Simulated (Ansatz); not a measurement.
NaI built on the CsCl prototype, relaxed with r2SCAN: it is cubic, Pm-3m (No. 221); a = 4.041 Å in the conventional setting, 32.98 Å³ an atom. Na has 8 I at 3.50 Å; I has 8 Na at 3.50 Å. One-shot G0W0@PBE in Ansatz on a 4×4×4 mesh (contour deformation, no spin-orbit coupling), from a PBE gap of 2.290 eV over the mesh points (the G0W0 gap is indirect on the mesh); the number N of bands summed and the screening cutoff rise together. Simulation only: spin-unpolarised, and no claim that this is the phase found in nature.

```tsv
N	cutoff (eV)	1000/N	G0W0 gap (eV)
120	80	8.333	3.831
261	140	3.831	3.987
```

Question: Lay a straight line in 1000/N through these rows.

Answer: The slope is -0.0347 eV per unit of 1000/N and the intercept 4.120 eV.

Question: Predict the gap at N = 468 (210 eV).

Answer: 4.120 + (-0.0347) × 2.137 = 4.046 eV; the run gives 4.044 eV, -0.002 eV from the line.

Question: With that run's result added, what limit do the last two rows suggest?

Answer: Their slope is (4.044 − 3.987)/(2.137 − 3.831) = -0.0336, which meets 1/N = 0 at 4.12 eV, against 4.120 eV from the first line. The two lines nearly agree; the k mesh isn't extrapolated.

Spin-orbit coupling is left out, which matters wherever the heavy atoms make up the band edges.
